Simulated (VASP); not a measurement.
Calculation: PBE GGA, VASP's PBE PAW potentials (set 64) (plane waves; VASP). Each cell was relaxed at this level, without spin-orbit coupling.

Problem. Which of these comes out without a gap?
A. TiN, Fm-3m (225)
B. CaF2, Fm-3m (225)
C. GeO2, P4_2/mnm (136)
D. SrF2, Fm-3m (225)

Solution. A, TiN, Fm-3m (225). The others have gaps of 1.19 eV (GeO2, P4_2/mnm (136)), 7.10 eV (CaF2, Fm-3m (225)), 6.73 eV (SrF2, Fm-3m (225)).
